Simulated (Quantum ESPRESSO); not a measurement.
A run of Quantum ESPRESSO 7.5 is set up as follows.

Contents of pw.in:

```
&CONTROL
  calculation = 'scf'
  prefix = 'pwscf'
  outdir = './tmp'
  pseudo_dir = './pseudo'
  tprnfor = .true.
  tstress = .true.
  disk_io = 'low'
/
&SYSTEM
  ibrav = 0
  nat = 2
  ntyp = 2
  ecutwfc = 84
  nbnd = 14
  occupations = 'smearing'
  smearing = 'fd'
  degauss = 0.00367493
/
&ELECTRONS
  conv_thr = 4d-10
  electron_maxstep = 120
  mixing_beta = 0.5
/
ATOMIC_SPECIES
Mg    24.3050 Mg.upf
O     15.9990 O.upf
CELL_PARAMETERS angstrom
   0.0000000000    2.0970013927    2.0970013927
   2.0970013927    0.0000000000    2.0970013927
   2.0970013927    2.0970013927    0.0000000000
ATOMIC_POSITIONS crystal
Mg     0.0000000000    0.0000000000    0.0000000000
O      0.5000000000    0.5000000000    0.5000000000
K_POINTS automatic
8 8 8 1 1 1
```

scf2.in

```
&CONTROL
  calculation = 'scf'
  prefix = 'pwscf'
  outdir = './tmp'
  pseudo_dir = './pseudo'
  tprnfor = .true.
  tstress = .true.
  disk_io = 'low'
/
&SYSTEM
  ibrav = 0
  nat = 2
  ntyp = 2
  ecutwfc = 84
  nbnd = 14
  occupations = 'fixed'
/
&ELECTRONS
  conv_thr = 1d-13
  electron_maxstep = 120
  mixing_beta = 0.5
  startingpot = 'file'
  startingwfc = 'file'
/
ATOMIC_SPECIES
Mg    24.3050 Mg.upf
O     15.9990 O.upf
CELL_PARAMETERS angstrom
   0.0000000000    2.0970013927    2.0970013927
   2.0970013927    0.0000000000    2.0970013927
   2.0970013927    2.0970013927    0.0000000000
ATOMIC_POSITIONS crystal
Mg     0.0000000000    0.0000000000    0.0000000000
O      0.5000000000    0.5000000000    0.5000000000
K_POINTS automatic
8 8 8 1 1 1
```

File ph.in:

```
dielectric of MgO
&INPUTPH
  prefix = 'pwscf'
  outdir = './tmp'
  tr2_ph = 1d-18
  fildyn = 'dyn'
  niter_ph = 90
  alpha_mix(1) = 0.7
  epsil = .true.
  trans = .false.
  zeu = .true.
/
0.0000000000 0.0000000000 0.0000000000
```

Potentials or basis: PseudoDojo 0.4.1 SR PBE standard.

Launch:

```console
$ OMP_NUM_THREADS=1 pw.x -in pw.in > pw.out
$ OMP_NUM_THREADS=1 pw.x -in scf2.in > scf2.out
$ OMP_NUM_THREADS=1 ph.x -in ph.in > ph.out
```

(1) What does it give for the electronic dielectric tensor (diagonal)?

(2) What does it give for the Born charges (mean of the diagonal)?

(3) Predict the pressure.

Answers

(1) 3.18.

(2) Mg +1.98; O -1.98 e.

(3) 6.7 GPa.

Caveat: the cell is more than 3 GPa from zero pressure, which shifts response properties.

**Experimental background.**

From “Infrared Optical Properties of Ferropericlase (Mg1-xFexO): Experiment and Theory”, 2007, arxiv:0704.2267, for a bulk crystal of MgO at 295 K: high-frequency dielectric constant 2.95 ± 0.1.

Against the measured high-frequency dielectric constant of MgO, 2.95 (295 K; “Infrared Optical Properties of Ferropericlase (Mg1-xFexO): Experiment and Theory”, 2007, arxiv:0704.2267), the calculated 3.18 is off by +7.8 %.
